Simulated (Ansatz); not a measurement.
# BP: what a guessed cell relaxes into, part 2 of 2

The task: take a trial cell of BP to zero force and stress.

Ansatz 0.2.0; DFT PBE, scalar-relativistic, plane waves, PAW. The steps go on from the part before.

## Step 4: Final relaxation

The end of the coarse run is made exact in the group found at a tolerance of 0.06 Å and reduced to its primitive cell.

File input.yaml:

```yaml
crystal:
  lattice:
    - [5.3214213084, 0.0, 0.0]
    - [0.0, 5.3214213084, 0.0]
    - [0.0, 0.0, 5.3214213084]
  atoms:
    - { symbol: B, position: [0.875, 0.875, 0.875] }
    - { symbol: B, position: [0.625, 0.125, 0.375] }
    - { symbol: B, position: [0.125, 0.375, 0.625] }
    - { symbol: B, position: [0.375, 0.625, 0.125] }
    - { symbol: P, position: [0.375, 0.375, 0.375] }
    - { symbol: P, position: [0.125, 0.625, 0.875] }
    - { symbol: P, position: [0.625, 0.875, 0.125] }
    - { symbol: P, position: [0.875, 0.125, 0.625] }
basis:
  ecutwfc: 420
kpoints:
  mp_grid: { grid: [8, 8, 8] }
hamiltonian:
  xc: pbe
scf:
  occupations: { method: gaussian, width: 0.1 }
output:
  forces: true
  stress: true
  eigenvalues: true
relax:
  adjacent_minimum: "off"
  f_tol: 0.01
  max_steps: 80
  cell: { stress_tol: 0.05 }
```

On the command line:

```
> ansatz run input.yaml --threads 1 --pin off --max-ram 2048MiB --backend cpu --events-out ev --progress --plain --runs-dir out
```

Standard output, shortened:

```text
Warning: RAYON_NUM_THREADS=1 ignored (pool sized by the plan → 1); use --threads N
[...]
Pseudopotentials: kind: paw
Pseudopotential: B, paw, valence charge 3, recommended cutoff 420 eV (normal), B.paw.azcp
Pseudopotential: P, paw, valence charge 5, recommended cutoff 420 eV (normal), P.paw.azcp
Functional definition: PBE
[...]
Crystal: 8 atoms, lattice volume = 150.689 Å³
Basis set: ecut = 420 eV, 2945 PW (Γ), exchange–correlation on 72×72×72 points (8 copies of the dense FFT grid, shifted against one another)
Bands: 24, of which v1, the nominal top of the filled ones, is band 16 counted from 1 (15 counted from 0)
Symmetry: 24 space group operations
Space group: P4132 (ITA 213), of the structure as read, at distance tolerance 5.3e-5 Å
k-points: 35 of 512 (time reversal used)
[...]
        0.000000      -0.000000       0.015046
  P = ⅓ Tr σ = 0.0150 GPa (0.150 kbar)
--- Band table (eV; the first three rows and the last of 35) ---
[... band rows left out ...]
[...]
--- Relaxed structure (1 steps of the walk, 1 accepted, 1 SCFs on fresh bases) ---
  F+E_penalty+E_count = -3641.28607006 eV   max|allowed force component| = 6.064e-17 eV/Å   (the final SCF, on the basis selected at the relaxed cell)
  cell:  # Å, volume = 150.6895 Å³
    - [5.3214213084, 0.0, 0.0]
    - [0.0, 5.3214213084, 0.0]
    - [0.0, 0.0, 5.3214213084]
  atoms:
    - { symbol: B, position: [0.8750000000000001, 0.8750000000000001, 0.8750000000000001] }
    - { symbol: B, position: [0.625, 0.125, 0.37500000000000006] }
    - { symbol: B, position: [0.125, 0.37500000000000006, 0.625] }
    - { symbol: B, position: [0.37500000000000006, 0.625, 0.125] }
    - { symbol: P, position: [0.37500000000000006, 0.37500000000000006, 0.37500000000000006] }
    - { symbol: P, position: [0.125, 0.625, 0.8750000000000001] }
    - { symbol: P, position: [0.625, 0.8750000000000001, 0.125] }
    - { symbol: P, position: [0.8750000000000001, 0.125, 0.625] }
```

Wall time 39 s (1 thread of Arm Neoverse V1, shared host); peak memory 0.39 GiB.

The steps of the relaxation:

| step | E - E(step 1) (eV/cell) | largest force component (eV/Å) | pressure (GPa) | volume (Å³) |
| --- | --- | --- | --- | --- |
| 1 | 0.0000 | 0.0000 | 0.02 | 150.69 |
| 2 | 0.0000 | 0.0000 | 0.02 | 150.69 |

Step 1 is the start. Step 2 repeats the geometry before it on a plane-wave basis chosen anew for that cell, so its energy need not be comparable with the rows above.

|  | before | after | change |
| --- | --- | --- | --- |
| a (Å) | 5.321 | 5.321 | 0.0 % |
| b (Å) | 5.321 | 5.321 | 0.0 % |
| c (Å) | 5.321 | 5.321 | 0.0 % |
| volume (Å³/atom) | 18.84 | 18.84 | 0.0 % |
| shortest distance (Å) | 1.881 | 1.881 | 0.0 % |
| space group (0.01 Å) | P4_132 | P4_132 | same |

The run keeps the 24 symmetry operations of the start, so it could not have lowered the symmetry.

## Step 5: Variant: pseudopotentials.kind nc, pseudopotentials.accuracy standard, preconditioner local_kerker, ecutwfc left out

input.yaml: that of step 4 with these lines changed.

```diff
@@ -14,4 +14,2 @@
     - { symbol: P, position: [0.875, 0.125, 0.625] }
-basis:
-  ecutwfc: 420
 kpoints:
@@ -20,12 +18,9 @@
   xc: pbe
+  pseudopotentials: { kind: nc, accuracy: standard }
 scf:
   occupations: { method: gaussian, width: 0.1 }
+  mixing: { preconditioner: local_kerker }
 output:
   forces: true
+  eigenvalues: true
   stress: true
-  eigenvalues: true
-relax:
-  adjacent_minimum: "off"
-  f_tol: 0.01
-  max_steps: 80
-  cell: { stress_tol: 0.05 }
```

On the command line:

```
> ansatz run input.yaml --threads 1 --pin off --max-ram 2048MiB --backend cpu --events-out ev --progress --plain --runs-dir out
```

Standard output, shortened:

```text
Warning: RAYON_NUM_THREADS=1 ignored (pool sized by the plan → 1); use --threads N
[...]
Pseudopotentials: kind: nc
Pseudopotential: B, nc, valence charge 3, recommended cutoff 1034.032677 eV (normal), B.nc.azcp (PseudoDojo's, or run here from an input of PseudoDojo's; its table is named by hamiltonian.pseudopotentials.accuracy)
Pseudopotential: P, nc, valence charge 5, recommended cutoff 598.650497 eV (normal), P.nc.azcp (PseudoDojo's, or run here from an input of PseudoDojo's; its table is named by hamiltonian.pseudopotentials.accuracy)
[... 1 set-up line as earlier in the session ...]
[...]
Crystal: 8 atoms, lattice volume = 150.689 Å³
Basis set: ecut = 1034.032677 eV, 11363 PW (Γ), exchange–correlation on 120×120×120 points (8 copies of the dense FFT grid, shifted against one another)
Bands: 24, of which v1, the nominal top of the filled ones, is band 16 counted from 1 (15 counted from 0)
[... 1 set-up line as earlier in the session ...]
[...]
SCF converged after 8 iterations
Free energy (F): -1068.719594 eV
[...]
E sigma→0 (E₀):  -1068.699193 eV
Entropy (-TS):   -0.040801 eV (-5.100 meV/atom)
Fermi energy:    3.733107 eV
[...]
--- Forces (eV/Å), atoms counted from 1 ---
  atom   1  B     -0.00000000    -0.00000000     0.00000000
  atom   2  B     -0.00000000     0.00000000    -0.00000000
  atom   3  B     -0.00000000     0.00000000     0.00000000
  atom   4  B      0.00000000     0.00000000     0.00000000
  atom   5  P     -0.00000000     0.00000000    -0.00000000
  atom   6  P      0.00000000    -0.00000000    -0.00000000
  atom   7  P     -0.00000000     0.00000000     0.00000000
  atom   8  P     -0.00000000    -0.00000000     0.00000000
[...]
--- Stress (GPa, compression-positive) ---
       -0.033416      -0.000000       0.000000
        0.000000      -0.033416       0.000000
        0.000000      -0.000000      -0.033416
  P = ⅓ Tr σ = -0.0334 GPa (-0.334 kbar)
--- Band table (eV; the first three rows and the last of 35) ---
[... band rows left out ...]
[...]
```

Run time: 65 s. Hardware: 1 thread of Arm Neoverse V1, shared host; peak memory 0.63 GiB.

| run | ending | energy change | pressure (GPa) | gap (eV) | force (eV/Å) | cycles | time |
| --- | --- | --- | --- | --- | --- | --- | --- |
| step 4 | converged | - | 0.0 | 0.00 | 0.00 | - | 39 s |
| variant | converged | not comparable | 0.0 | 0.00 | 0.00 | 8 | 65 s |

Total energies don't compare across a change of potentials; pressure, gap, moments and forces, where computed, barely move.

## Step 6: Outcome

The summary covers parts 1 to 2. Changes of volume or cell count from the first structure of part 1.

| quantity | value |
| --- | --- |
| symmetry at the end (tolerance 0.05 Å) | space group P4_132 (No. 213) |
| conventional cell | a = 5.321 Å, b = 5.321 Å, c = 5.321 Å, α = 90.00°, β = 90.00°, γ = 90.00° |
| volume | 18.84 Å³/atom |
| energy over the elements, black P | +0.64 eV/atom |
| gap on the mesh | none (metal) |

What this shows: The space group P4_132 (No. 213) is kept, and the volume per atom grows by 9.8 % from the first guess. The formation energy is positive, so the separate elements lie lower. No finished test with a distortion of lower symmetry is shown, so the end may be a saddle point.
